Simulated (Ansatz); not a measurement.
# Boron, simple cubic under BLYP: ground state and equation of state

The plan for boron in the simple cubic structure: relax it, solve it on a dense k-mesh, then scale the cell to 7 volumes from 88 to 112 % of the relaxed one and try a fit of the equation of state. Spin polarisation is left out. The k-meshes are 16×16×16 for the relaxation; 27×27×27 for the dense run; 18×18×18 for the volumes.

Method: DFT BLYP, plane waves (420 eV) with PAW, scalar-relativistic; PBE-made PAW files, in Ansatz 0.2.0.

### 1 The system as given

The structure is cubic, space group Pm-3m (No. 221). Conventional cell: a = 1.920 Å, b = 1.920 Å, c = 1.920 Å, α = 90.00°, β = 90.00°, γ = 90.00°. Around B (site symmetry m-3m) lie 6 B at 1.92 Å.

Structure file:

```
B
1.0
     1.92005    0.00000    0.00000
     0.00000    1.92005    0.00000
     0.00000    0.00000    1.92005
B
1
Direct
  0.00000 0.00000 0.00000
```

### 2 Relaxing cell and atoms

input.yaml

```yaml
crystal:
  lattice:
    - [1.9200471483, 0.0, 0.0]
    - [0.0, 1.9200471483, 0.0]
    - [0.0, 0.0, 1.9200471483]
  atoms:
    - { symbol: B, position: [0.0, 0.0, 0.0] }
hamiltonian:
  xc: blyp
  pseudopotentials:
    kind: paw
    azcp:
      B: "pseudopotentials/B.paw.azcp"
basis:
  ecutwfc: 420
  fft_grid_basis: typed
kpoints:
  mp_grid: { grid: [16, 16, 16], shift: [0, 0, 0] }
magnetization:
  spin_polarized: false
scf:
  occupations: { method: fermi_dirac, width: 0.1 }
relax:
  max_steps: 60
  f_tol: 0.01
  cell: {}
```

Output:

```text
Warning: RAYON_NUM_THREADS=2 ignored (pool sized by the plan → 2); use --threads N
Engine: ansatz 0.2.0, x86_64-unknown-linux-gnu
Pseudopotentials: kind: paw
Pseudopotential: B, paw, valence charge 3, recommended cutoff 420 eV (normal), <dir>
Functional definition: BLYP
  parameter beta = 0.0042
  parameter a = 0.04918
  parameter b = 0.132
  parameter c = 0.2533
  parameter d = 0.349
  exchange = b88_x(beta = beta)
  correlation = lyp_c(a = a, b = b, c = c, d = d)
Crystal: 1 atoms, lattice volume = 7.078 Å³
Basis set: ecut = 420 eV, 147 PW (Γ), exchange–correlation on 30×30×30 points (8 copies of the dense FFT grid, shifted against one another)
Bands: 6, of which v1, the nominal top of the filled ones, is band 2 counted from 1 (1 counted from 0)
Symmetry: 48 space group operations
Space group: Pm-3m (ITA 221), of the structure as read, at distance tolerance 1.9e-5 Å
k-points: 165 of 4096
Non-local potential: B, projectors of the file, l = 0: 2, l = 1: 2, l = 2: 1
PAW form: soft (Blöchl's): semilocal exchange-correlation on the pseudo side does not see the compensation charge
PAW frozen core: B, regenerated for the run's functional, and the local potential with it (the file was generated under x = pbe(κ = 0.804, μ = 0.2195149727645171), c = pbe(β = 0.06672455060314922))
PAW one-centre angular grid: B, 110 points (default); XC on 64 Gauss nodes
Initial density: superposition of atomic densities (neutral atoms: chi_scale 0, normalization atom), corrected by the library's trained network
Initial wavefunctions: pseudopotential atomic-orbital guess
Functional: x = b88, c = lyp
SCF iter   1: F=—  HF=-155.059340 eV  |F-HF|=—  |Δ(HF+E_count)|=         —  Δρ=1.18e-2  dr2=8.12e-3  ethr=1.77e-3  ⟨swp⟩=4.6  Hψ=7478  notcnv=0
preconditioner: auto → none  [metal: Δε(μ)=0.085 eV  Ē_g=22.180 eV  σ=0.100 eV  W_gap=0.21  n_scr=0 (ndim 8)  ℏωp=24.2 eV  f_vac=0.000  D(μ)=0.21/eV (n_scr^D=0)]
SCF iter   2: F=—  HF=-155.057676 eV  |F-HF|=—  |Δ(HF+E_count)|=   1.66e-3  Δρ=5.16e-3  dr2=1.56e-3  ethr=2.71e-4  ⟨swp⟩=1.0  Hψ=2310  notcnv=0
SCF iter   3: F=—  HF=-155.057414 eV  |F-HF|=—  |Δ(HF+E_count)|=   2.62e-4  Δρ=2.53e-4  dr2=2.39e-6  ethr=5.20e-5  ⟨swp⟩=1.6  Hψ=1211  notcnv=0
SCF iter   4: F=—  HF=-155.057423 eV  |F-HF|=—  |Δ(HF+E_count)|=   8.46e-6  Δρ=2.58e-5  dr2=3.46e-8  ethr=7.96e-8  ⟨swp⟩=2.3  Hψ=1271  notcnv=0
iter 5 did not close the SCF: its close was put off for the readings that it lacked (scf_convergence_deferred on its scf_iter line)
SCF iter   5: F=-155.057422 eV  HF=-155.057422 eV  |F-HF|=1.70e-11  |Δ(HF+E_count)|=   1.30e-8  Δρ=1.54e-6  dr2=1.05e-10  ethr=1.15e-9  ⟨swp⟩=1.5  Hψ=1150  notcnv=0
SCF iter   6: F=-155.057422 eV  HF=-155.057422 eV  |F-HF|=0.00e0  |Δ(HF+E_count)|=  2.79e-12  Δρ=6.01e-8  dr2=9.05e-14  ethr=3.51e-12  ⟨swp⟩=1.0  Hψ=2742  notcnv=0
SCF 1 converged in 6 iterations: F = -155.057422 eV  dr2 = 9.05e-14
relax step   1: F+E_penalty+E_count = -155.05742249 eV  Δ(F+E_penalty+E_count) = +0.000e0 eV  max|allowed force component| = 0.000e0 eV/Å  Δτ_max = 0.0000 Å  P = -4.566 GPa  Ω = 7.078 Å³  (6 SCF iters, dr2 threshold 1.00e-7 eV, accepted)
Crystal: 1 atoms, lattice volume = 6.990 Å³
Initial density: handed on by an earlier stage of this run
Initial wavefunctions: those handed on with the density
iter 1 solved again at ethr=1.52e-6 eV; its pass at ethr=3.10e-3 eV (dr2=4.56e-5 eV) is discarded
SCF iter   1: F=—  HF=-155.059415 eV  |F-HF|=—  |Δ(HF+E_count)|=         —  Δρ=9.48e-4  dr2=4.58e-5  ethr=1.52e-6  ⟨swp⟩=1.0  Hψ=8704  notcnv=0
preconditioner: auto → none  [metal: Δε(μ)=0.090 eV  Ē_g=22.390 eV  σ=0.100 eV  W_gap=0.22  n_scr=0 (ndim 8)  ℏωp=24.3 eV  f_vac=0.000  D(μ)=0.21/eV (n_scr^D=0)]
SCF iter   2: F=—  HF=-155.059412 eV  |F-HF|=—  |Δ(HF+E_count)|=   2.49e-6  Δρ=4.45e-4  dr2=9.75e-6  ethr=1.52e-6  ⟨swp⟩=1.0  Hψ=990  notcnv=0
SCF iter   3: F=-155.059411 eV  HF=-155.059411 eV  |F-HF|=1.41e-8  |Δ(HF+E_count)|=   1.11e-6  Δρ=2.57e-5  dr2=1.76e-8  ethr=3.33e-9  ⟨swp⟩=2.9  Hψ=3174  notcnv=0
SCF 2 converged in 3 iterations: F = -155.059411 eV  dr2 = 1.76e-8
relax step   2: F+E_penalty+E_count = -155.05941117 eV  Δ(F+E_penalty+E_count) = -1.989e-3 eV  max|allowed force component| = 0.000e0 eV/Å  Δτ_max = 0.0000 Å  P = -2.061 GPa  Ω = 6.990 Å³  energy of the carried Pulay correction = +1.498e-4 eV  (3 SCF iters, dr2 threshold 1.00e-7 eV, accepted)
Crystal: 1 atoms, lattice volume = 6.919 Å³
iter 1 solved again at ethr=1.03e-6 eV; its pass at ethr=3.10e-3 eV (dr2=3.10e-5 eV) is discarded
SCF iter   1: F=—  HF=-155.059981 eV  |F-HF|=—  |Δ(HF+E_count)|=         —  Δρ=7.93e-4  dr2=3.11e-5  ethr=1.03e-6  ⟨swp⟩=1.0  Hψ=8677  notcnv=0
preconditioner: auto → none  [metal: Δε(μ)=0.095 eV  Ē_g=22.548 eV  σ=0.100 eV  W_gap=0.23  n_scr=0 (ndim 8)  ℏωp=24.5 eV  f_vac=0.000  D(μ)=0.20/eV (n_scr^D=0)]
SCF iter   2: F=—  HF=-155.059981 eV  |F-HF|=—  |Δ(HF+E_count)|=   7.13e-7  Δρ=3.76e-4  dr2=6.72e-6  ethr=1.03e-6  ⟨swp⟩=1.0  Hψ=990  notcnv=0
SCF iter   3: F=-155.059981 eV  HF=-155.059981 eV  |F-HF|=9.98e-9  |Δ(HF+E_count)|=   5.31e-7  Δρ=2.15e-5  dr2=1.21e-8  ethr=3.33e-9  ⟨swp⟩=2.9  Hψ=3169  notcnv=0
SCF 3 converged in 3 iterations: F = -155.059981 eV  dr2 = 1.21e-8
relax step   3: F+E_penalty+E_count = -155.05998087 eV  Δ(F+E_penalty+E_count) = -5.697e-4 eV  max|allowed force component| = 0.000e0 eV/Å  Δτ_max = 0.0000 Å  P = +0.065 GPa  Ω = 6.919 Å³  energy of the carried Pulay correction = +2.716e-4 eV  (3 SCF iters, dr2 threshold 1.00e-7 eV, accepted)
Crystal: 1 atoms, lattice volume = 6.921 Å³
iter 1 solved again at ethr=8.59e-10 eV; its pass at ethr=3.10e-3 eV (dr2=2.58e-8 eV) is discarded
SCF iter   1: F=—  HF=-155.059972 eV  |F-HF|=—  |Δ(HF+E_count)|=         —  Δρ=2.41e-5  dr2=2.59e-8  ethr=8.59e-10  ⟨swp⟩=1.0  Hψ=8630  notcnv=0
preconditioner: auto → none  [metal: Δε(μ)=0.095 eV  Ē_g=22.545 eV  σ=0.100 eV  W_gap=0.23  n_scr=0 (ndim 8)  ℏωp=24.4 eV  f_vac=0.000  D(μ)=0.20/eV (n_scr^D=0)]
SCF iter   2: F=-155.059978 eV  HF=-155.059978 eV  |F-HF|=2.74e-9  |Δ(HF+E_count)|=   5.38e-6  Δρ=1.06e-5  dr2=4.86e-9  ethr=3.48e-10  ⟨swp⟩=2.9  Hψ=2910  notcnv=0
SCF 4 converged in 2 iterations: F = -155.059978 eV  dr2 = 4.86e-9
relax step   4: F+E_penalty+E_count = -155.05997761 eV  Δ(F+E_penalty+E_count) = +3.267e-6 eV  max|allowed force component| = 0.000e0 eV/Å  Δτ_max = 0.0000 Å  P = -0.001 GPa  Ω = 6.921 Å³  energy of the carried Pulay correction = +2.679e-4 eV  (2 SCF iters, dr2 threshold 1.04e-8 eV, accepted)
Initial wavefunctions: pseudopotential atomic-orbital guess (no wavefunctions were taken with the density)
iter 1 solved again at ethr=2.46e-8 eV; its pass at ethr=3.10e-3 eV (dr2=7.37e-7 eV) is discarded
SCF iter   1: F=—  HF=-155.059718 eV  |F-HF|=—  |Δ(HF+E_count)|=         —  Δρ=5.79e-5  dr2=2.81e-8  ethr=2.46e-8  ⟨swp⟩=2.7  Hψ=10325  notcnv=0
SCF iter   2: F=—  HF=-155.059723 eV  |F-HF|=—  |Δ(HF+E_count)|=   5.68e-6  Δρ=2.98e-5  dr2=6.47e-9  ethr=9.36e-10  ⟨swp⟩=2.0  Hψ=1231  notcnv=0
SCF iter   3: F=—  HF=-155.059724 eV  |F-HF|=—  |Δ(HF+E_count)|=   1.04e-7  Δρ=2.08e-6  dr2=5.67e-11  ethr=2.16e-10  ⟨swp⟩=2.0  Hψ=1239  notcnv=0
SCF iter   4: F=-155.059724 eV  HF=-155.059724 eV  |F-HF|=1.42e-13  |Δ(HF+E_count)|=  4.45e-10  Δρ=5.28e-8  dr2=6.87e-14  ethr=1.00e-12  ⟨swp⟩=4.8  Hψ=2477  notcnv=0
SCF 5 converged in 4 iterations: F = -155.059724 eV  dr2 = 6.87e-14
relax step   5: F+E_penalty+E_count = -155.05972357 eV  Δ(F+E_penalty+E_count) = +2.540e-4 eV  max|allowed force component| = 0.000e0 eV/Å  Δτ_max = 0.0000 Å  P = -0.043 GPa  Ω = 6.921 Å³  stress off target by 4.26e-2 GPa  SCF on the basis re-selected at this cell (its energy is not comparable with the rows above)  (4 SCF iters)
basis re-selected at this cell: Δ(F+E_penalty+E_count) = +2.540e-4 eV, ΔP = -0.042 GPa vs the last step (what re-selecting the basis moved, of the pressure what is left beyond the Pulay correction that the steps carried, after the strain that the cell walked since its last selection, with what the two solves' SCF thresholds leave and, on support functions, any second-order correction that the steps lacked; it is no measure of the basis error at this ecutwfc). This SCF's stress stands 4.26e-2 GPa from its target on what of the cell is left free (relax.cell.stress_tol is 5.00e-2 GPa) and its largest allowed force component is 0.00e0 eV/Å (relax.f_tol is 1.00e-2 eV/Å): within both
SCF converged after 4 iterations
Free energy (F): -155.059724 eV
Harris-Foulkes:  -155.059724 eV  (|F-HF|=1.42e-13)
Internal energy: -155.052769 eV  (E = F + TS)
E sigma→0 (E₀):  -155.056246 eV
Entropy (-TS):   -0.006955 eV (-6.955 meV/atom)
Fermi energy:    10.411943 eV
--- Per-component energies (eV) ---
  E_band       = 14.159831
  E_kinetic    = 46.672250
  E_local      = -8.960976  (includes V_loc(G=0)·N_el)
  E_nonlocal   = 12.926577
  E_hartree    = 1.211970
  E_xc         = -30.466100
  E_vxc        = -35.987606  (∫ρ·V_xc dr)
  E_paw        = -79.961478  (= ΣΔE_a)
  E_vpaw       = -2.914350  (= ΣTr[D̂ρ^β])
  E_aug_tail   = -0.000004  (compensation charges beyond the density's cutoff)
  E_ewald      = -96.475771
  E_core_change = 0.000764  (= ΣΔE_core)
  E_smearing   = -0.006955  (= −TS)
  E_closure    = 0.000000  (closes the sum)
  Σ components = -155.059724   (vs F -155.059724, Δ=0.00e0)
--- Forces (eV/Å), atoms counted from 1 ---
  atom   1  B     -0.00000000     0.00000000    -0.00000000
  max |Σ_I F_I| component: 6.42e-34 eV/Å
--- Stress (GPa, compression-positive) ---
       -0.042612       0.000000      -0.000000
        0.000000      -0.042612       0.000000
       -0.000000       0.000000      -0.042612
  P = ⅓ Tr σ = -0.0426 GPa (-0.426 kbar)
--- Relaxed structure (4 steps of the walk, 4 accepted, 1 SCFs on fresh bases) ---
  F+E_penalty+E_count = -155.05972357 eV   max|allowed force component| = 0.000e0 eV/Å   (the final SCF, on the basis selected at the relaxed cell)
  cell:  # Å, volume = 6.9207 Å³
    - [1.9056841824805522, 2.246604803291556e-34, 7.222237291452134e-35]
    - [2.246604803291556e-34, 1.9056841824805522, 0.0]
    - [8.827178911774831e-35, 0.0, 1.9056841824805522]
  atoms:
    - { symbol: B, position: [0.0, 0.0, 0.0] }
```

Run time: 2.3 s. Hardware: 2 threads of an x86-64 CPU, shared host; peak memory 0.33 GiB.

The steps of the relaxation:

```tsv
step	energy change (meV/atom)	largest force (eV/Å)	pressure (GPa)	volume (Å³/atom)
1	0.00	0.0000	-4.57	7.078
2	-1.99	0.0000	-2.06	6.990
3	-2.56	0.0000	0.06	6.919
4	-2.56	0.0000	0.00	6.921
5	-2.30	0.0000	-0.04	6.921
```

Steps that repeat a cell are solved on a basis chosen anew, so their changes of energy are no gain of the relaxation.

Changes in the cell that was computed:

|  | before | after | change |
| --- | --- | --- | --- |
| a (Å) | 1.920 | 1.906 | -0.7 % |
| b (Å) | 1.920 | 1.906 | -0.7 % |
| c (Å) | 1.920 | 1.906 | -0.7 % |
| volume (Å³/atom) | 7.078 | 6.921 | -2.2 % |
| shortest distance (Å) | 1.920 | 1.906 | -0.7 % |
| space group (spins left aside) | Pm-3m | Pm-3m | same |

### 3 Single point on a dense mesh

input.yaml

```yaml
crystal:
  lattice:
    - [1.9056841825, 0.0, 0.0]
    - [0.0, 1.9056841825, 0.0]
    - [0.0, 0.0, 1.9056841825]
  atoms:
    - { symbol: B, position: [0.0, 0.0, 0.0] }
hamiltonian:
  xc: blyp
  pseudopotentials:
    kind: paw
    azcp:
      B: "pseudopotentials/B.paw.azcp"
basis:
  ecutwfc: 420
  fft_grid_basis: typed
kpoints:
  mp_grid: { grid: [27, 27, 27], shift: [0, 0, 0] }
magnetization:
  spin_polarized: false
scf:
  occupations: { method: fermi_dirac, width: 0.1 }
output:
  write_density: true
  write_potential: true
  elf: true
  volumetric_format: npy
```

Output, cut to the lines that bear on the results:

```text
Warning: RAYON_NUM_THREADS=2 ignored (pool sized by the plan → 2); use --threads N
[...]
[... 3 set-up lines as earlier in the session ...]
[...]
Crystal: 1 atoms, lattice volume = 6.921 Å³
Basis set: ecut = 420 eV, 147 PW (Γ), exchange–correlation on 30×30×30 points (8 copies of the dense FFT grid, shifted against one another)
Bands: 6, of which v1, the nominal top of the filled ones, is band 2 counted from 1 (1 counted from 0)
[... 2 set-up lines as earlier in the session ...]
k-points: 560 of 19683
[...]
SCF iter   1: F=—  HF=-155.053912 eV  |F-HF|=—  |Δ(HF+E_count)|=         —  Δρ=1.18e-2  dr2=7.86e-3  ethr=1.77e-3  ⟨swp⟩=4.5  Hψ=25264  notcnv=0
[...]
SCF iter   6: F=-155.052102 eV  HF=-155.052102 eV  |F-HF|=1.14e-13  |Δ(HF+E_count)|=  1.99e-12  Δρ=6.73e-8  dr2=9.22e-14  ethr=6.33e-12  ⟨swp⟩=1.7  Hψ=10736  notcnv=0
[...]
SCF converged after 6 iterations
Free energy (F): -155.052102 eV
[...]
E sigma→0 (E₀):  -155.047161 eV
Entropy (-TS):   -0.009881 eV (-9.881 meV/atom)
Fermi energy:    10.389025 eV
[...]
--- Band table (eV; the first three rows and the last of 560) ---
  k-point 0: bands = ["-4.8680", "23.4386", "23.4386", "23.4386", "34.1748", "34.1748"]
[...]
```

It took 1.9 s on 2 threads of an x86-64 CPU, shared host; peak memory 0.31 GiB.

Density in a lattice plane of the grid's cell (edges 1.91 and 1.91 Å, at 0.000 of the third edge), which holds B.

Ten even steps from '0' (0.25 e/Å³) to '9' (0.71 e/Å³):
```
134579999877777899997543
345689998777677789998654
667889887666566678898876
899998876555455567889999
999988765444344456788999
999887654332223345678899
988776543222122234567788
887765432211111223456778
777654432111011123445677
776654322110001122345667
777654432111011123445677
887765432211111223456778
988776543222122234567788
999887654332223345678899
999988765444344456788999
899998876555455567889999
667889887666566678898876
345689998777677789998654
134579999877777899997543
013479999887778899997431
```
Columns run along the first of these edges and rows up along the second, over one cell in 24 and 20 even steps from the bottom left corner. Atoms in the plane (fractional): B at (0.00, 0.00).

ELF in the same plane.

Ten even steps from ' ' (0.01) to '@' (0.83):
```
        ::--++##%%@@@@@@@@@@@@@@%%##++--::      
      ..::--++##%%%%@@@@@@@@@@%%%%##++--::..    
......::--==**##%%%%%%%%%%%%%%%%%%##**==--::....
::::--====++**####%%%%%%%%%%%%%%####**++====--::
++++++++****##########################****++++++
##################**************################
%%%%%%%%%%######****++++++++++****######%%%%%%%%
@@@@@@@@%%%%##****++==========++****##%%%%@@@@@@
@@@@@@@@%%%%##**++++==========++++**##%%%%@@@@@@
@@@@@@@@%%%%##**++====------====++**##%%%%@@@@@@
@@@@@@@@%%%%##**++++==========++++**##%%%%@@@@@@
@@@@@@@@%%%%##****++==========++****##%%%%@@@@@@
%%%%%%%%%%######****++++++++++****######%%%%%%%%
##################**************################
++++++++****##########################****++++++
::::--====++**####%%%%%%%%%%%%%%####**++====--::
......::--==**##%%%%%%%%%%%%%%%%%%##**==--::....
      ..::--++##%%%%@@@@@@@@@@%%%%##++--::..    
        ::--++##%%@@@@@@@@@@@@@@%%##++--::      
        ..--++##%%@@@@@@@@@@@@@@%%##++--..      
```
Columns run along the first of these edges and rows up along the second, over one cell in 24 and 20 even steps from the bottom left corner. Atoms in the plane (fractional): B at (0.00, 0.00).

Both are smooth fields of the valence electrons: close to the nuclei they are not physical.

Outside the cores ELF peaks at 0.83 on the B–B line, 1.0 Å from B.

### 4 Volume × 0.88

input.yaml

```yaml
crystal:
  lattice:
    - [1.8261866066, 0.0, 0.0]
    - [0.0, 1.8261866066, 0.0]
    - [0.0, 0.0, 1.8261866066]
  atoms:
    - { symbol: B, position: [0.0, 0.0, 0.0] }
hamiltonian:
  xc: blyp
  pseudopotentials:
    kind: paw
    azcp:
      B: "pseudopotentials/B.paw.azcp"
basis:
  ecutwfc: 420
  fft_grid_basis: typed
kpoints:
  mp_grid: { grid: [18, 18, 18], shift: [0, 0, 0] }
magnetization:
  spin_polarized: false
scf:
  occupations: { method: fermi_dirac, width: 0.1 }
  lower_state_search: "off"
output:
  stress: true
```

Output, cut to the lines that bear on the results:

```text
Warning: RAYON_NUM_THREADS=2 ignored (pool sized by the plan → 2); use --threads N
[...]
[... 3 set-up lines as earlier in the session ...]
[...]
Crystal: 1 atoms, lattice volume = 6.090 Å³
Basis set: ecut = 420 eV, 123 PW (Γ), exchange–correlation on 30×30×30 points (8 copies of the dense FFT grid, shifted against one another)
Bands: 6, of which v1, the nominal top of the filled ones, is band 2 counted from 1 (1 counted from 0)
[... 1 set-up line as earlier in the session ...]
Space group: Pm-3m (ITA 221), of the structure as read, at distance tolerance 1.8e-5 Å
k-points: 220 of 5832
[...]
SCF iter   1: F=—  HF=-154.967524 eV  |F-HF|=—  |Δ(HF+E_count)|=         —  Δρ=1.19e-2  dr2=6.38e-3  ethr=1.77e-3  ⟨swp⟩=4.5  Hψ=9937  notcnv=0
[...]
SCF iter   6: F=-154.966027 eV  HF=-154.966027 eV  |F-HF|=0.00e0  |Δ(HF+E_count)|=  6.36e-11  Δρ=4.20e-8  dr2=6.53e-14  ethr=1.43e-12  ⟨swp⟩=1.0  Hψ=3652  notcnv=0
[...]
SCF converged after 6 iterations
Free energy (F): -154.966027 eV
[...]
E sigma→0 (E₀):  -154.960870 eV
Entropy (-TS):   -0.010314 eV (-10.314 meV/atom)
Fermi energy:    12.183394 eV
[...]
--- Stress (GPa, compression-positive) ---
       34.615711       0.000000       0.000000
        0.000000      34.615711       0.000000
        0.000000       0.000000      34.615711
  P = ⅓ Tr σ = 34.6157 GPa (346.157 kbar)
```

Wall time 0.76 s (2 threads of an x86-64 CPU, shared host); peak memory 0.31 GiB.

### 5 Volume × 0.92

input.yaml, as its differences from that of step 4:

```diff
@@ -2,5 +2,5 @@
   lattice:
-    - [1.8261866066, 0.0, 0.0]
-    - [0.0, 1.8261866066, 0.0]
-    - [0.0, 0.0, 1.8261866066]
+    - [1.8534471422, 0.0, 0.0]
+    - [0.0, 1.8534471422, 0.0]
+    - [0.0, 0.0, 1.8534471422]
   atoms:
@@ -25 +25,5 @@
   stress: true
+  write_density: true
+  write_potential: true
+  elf: true
+  volumetric_format: npy
```

Output, cut to the lines that bear on the results:

```text
Warning: RAYON_NUM_THREADS=2 ignored (pool sized by the plan → 2); use --threads N
[...]
[... 3 set-up lines as earlier in the session ...]
[...]
Crystal: 1 atoms, lattice volume = 6.367 Å³
Basis set: ecut = 420 eV, 123 PW (Γ), exchange–correlation on 30×30×30 points (8 copies of the dense FFT grid, shifted against one another)
Bands: 6, of which v1, the nominal top of the filled ones, is band 2 counted from 1 (1 counted from 0)
[... 2 set-up lines as earlier in the session ...]
k-points: 220 of 5832
[...]
SCF iter   1: F=—  HF=-155.015327 eV  |F-HF|=—  |Δ(HF+E_count)|=         —  Δρ=1.20e-2  dr2=7.03e-3  ethr=1.77e-3  ⟨swp⟩=4.5  Hψ=9940  notcnv=0
[...]
SCF iter   6: F=-155.013748 eV  HF=-155.013748 eV  |F-HF|=8.53e-14  |Δ(HF+E_count)|=  4.62e-11  Δρ=3.26e-8  dr2=4.46e-14  ethr=3.17e-12  ⟨swp⟩=3.5  Hψ=4896  notcnv=0
[...]
SCF converged after 6 iterations
Free energy (F): -155.013748 eV
[...]
E sigma→0 (E₀):  -155.008462 eV
Entropy (-TS):   -0.010574 eV (-10.574 meV/atom)
Fermi energy:    11.550435 eV
[...]
--- Stress (GPa, compression-positive) ---
       21.055663       0.000000       0.000000
        0.000000      21.055663       0.000000
        0.000000       0.000000      21.055663
  P = ⅓ Tr σ = 21.0557 GPa (210.557 kbar)
--- Band table (eV; the first three rows and the last of 220) ---
  k-point 0: bands = ["-4.5359", "25.5016", "25.5016", "25.5016", "36.3416", "36.3416"]
[...]
```

Wall time 1.4 s (2 threads of an x86-64 CPU, shared host); peak memory 0.31 GiB.

### 6 Volume × 0.96

input.yaml, as its differences from that of step 5:

```diff
@@ -2,5 +2,5 @@
   lattice:
-    - [1.8534471422, 0.0, 0.0]
-    - [0.0, 1.8534471422, 0.0]
-    - [0.0, 0.0, 1.8534471422]
+    - [1.8799285363, 0.0, 0.0]
+    - [0.0, 1.8799285363, 0.0]
+    - [0.0, 0.0, 1.8799285363]
   atoms:
@@ -25,5 +25 @@
   stress: true
-  write_density: true
-  write_potential: true
-  elf: true
-  volumetric_format: npy
```

Output, cut to the lines that bear on the results:

```text
Warning: RAYON_NUM_THREADS=2 ignored (pool sized by the plan → 2); use --threads N
[...]
[... 3 set-up lines as earlier in the session ...]
[...]
Crystal: 1 atoms, lattice volume = 6.644 Å³
Basis set: ecut = 420 eV, 123 PW (Γ), exchange–correlation on 30×30×30 points (8 copies of the dense FFT grid, shifted against one another)
Bands: 6, of which v1, the nominal top of the filled ones, is band 2 counted from 1 (1 counted from 0)
[... 2 set-up lines as earlier in the session ...]
k-points: 220 of 5832
[...]
SCF iter   1: F=—  HF=-155.041833 eV  |F-HF|=—  |Δ(HF+E_count)|=         —  Δρ=1.20e-2  dr2=7.53e-3  ethr=1.77e-3  ⟨swp⟩=4.4  Hψ=9902  notcnv=0
[...]
SCF iter   6: F=-155.040142 eV  HF=-155.040142 eV  |F-HF|=0.00e0  |Δ(HF+E_count)|=  3.31e-11  Δρ=4.39e-8  dr2=5.71e-14  ethr=3.40e-12  ⟨swp⟩=1.0  Hψ=3664  notcnv=0
[...]
SCF converged after 6 iterations
Free energy (F): -155.040142 eV
[...]
E sigma→0 (E₀):  -155.034721 eV
Entropy (-TS):   -0.010842 eV (-10.842 meV/atom)
Fermi energy:    10.963738 eV
[...]
--- Stress (GPa, compression-positive) ---
        9.840760       0.000000       0.000000
       -0.000000       9.840760       0.000000
        0.000000       0.000000       9.840760
  P = ⅓ Tr σ = 9.8408 GPa (98.408 kbar)
```

It took 0.82 s on 2 threads of an x86-64 CPU, shared host; peak memory 0.31 GiB.

(Part 1 of 2 ends here.)
